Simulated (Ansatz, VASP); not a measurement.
## Two plane-wave programs on MoS2

The input INCAR:

```
SYSTEM = MoS2
PREC     = Accurate       ! precision mode
ENCUT    = 520            ! plane-wave cutoff, eV
EDIFF    = 1E-7           ! SCF threshold, eV
ISMEAR   = -1             ! smearing method
SIGMA    = 0.05           ! smearing width, eV
LREAL    = .False.        ! projectors in reciprocal space
LASPH    = .True.         ! aspherical terms in the spheres
NELM     = 80             ! most SCF steps
ALGO     = Normal         ! electronic algorithm
ISIF     = 2              ! what is computed and relaxed
LWAVE    = .False.        ! write WAVECAR
LCHARG   = .False.        ! write CHGCAR
GGA      = PS             ! functional
NBANDS   = 20             ! bands
```

The input KPOINTS:

```
Automatic mesh
0
Gamma
  10 10 10
  0 0 0
```

File POSCAR:

```
MoS2
1.0
    1.5477460518      0.8935915996      6.0244545686
   -1.5477460518      0.8935915996      6.0244545686
    0.0000000000     -1.7871831992      6.0244545686
Mo S
1 2
Direct
    0.0000000000      0.0000000000      0.0000000000
    0.4170000000      0.4170000000      0.4170000000
    0.2500000000      0.2500000000      0.2500000000
```

input.yaml

```yaml
crystal:
  lattice:
    - [1.5477460518, 0.8935915996, 6.0244545686]
    - [-1.5477460518, 0.8935915996, 6.0244545686]
    - [0.0, -1.7871831992, 6.0244545686]
  atoms:
    - { symbol: Mo, position: [0.0, 0.0, 0.0] }
    - { symbol: S, position: [0.417, 0.417, 0.417] }
    - { symbol: S, position: [0.25, 0.25, 0.25] }
hamiltonian:
  xc: pbesol
  pseudopotentials: { kind: paw }
kpoints:
  mp_grid: { grid: [10, 10, 10] }
scf:
  occupations: { method: fermi_dirac, width: 0.05 }
output:
  forces: true
  stress: true
  eigenvalues: true
  write_density: true
  write_potential: true
  elf: true
  volumetric_format: npy
```

Change from the starting cell: volume scaled by 0.94.

Alike in both runs: task single point; functional PBEsol; k mesh 10 × 10 × 10; occupations fermi-dirac, width 0.05 eV; no spin polarisation.

|  | VASP | Ansatz |
| --- | --- | --- |
| version | VASP 6.6.1 | Ansatz 0.2.0 |
| potentials or method | VASP PAW PBE potentials, release 64 (Mo_sv, S) | Ansatz PAW |
| plane-wave cutoff (eV) | 520 | 420 |
| valence electrons in the cell | 26 | 26 |

Ansatz gave:

* gap on the k mesh at the Fermi level (eV): 0.84
* least direct gap on the mesh (eV): 2.13
* pressure (GPa): 11.4
* largest component of the traceless stress (GPa): 2.82
* rms of the force components (eV/Å): 0.646

Problem. Which values does VASP return?

Solution. gap on the k mesh at the Fermi level (eV): 0.86; least direct gap on the mesh (eV): 2.13; pressure (GPa): 11.4; largest component of the traceless stress (GPa): 2.79; rms of the force components (eV/Å): 0.644.

Atom by atom the forces differ by 0.002 eV/Å (rms over components). With one functional, cell and mesh, what is left measures potentials, basis and numerics.

Caveats: the PAW data sets were made with another functional, which shifts forces and pressure a little (VASP); the PAW data sets come from PBE, with cores solved anew for the run's functional, which leaves a small shift of forces and pressure (Ansatz); forces of over 1 eV/Å show positions far from the minimum, so gaps and moduli don't describe the material at rest (Ansatz). A k mesh can miss the band edges.
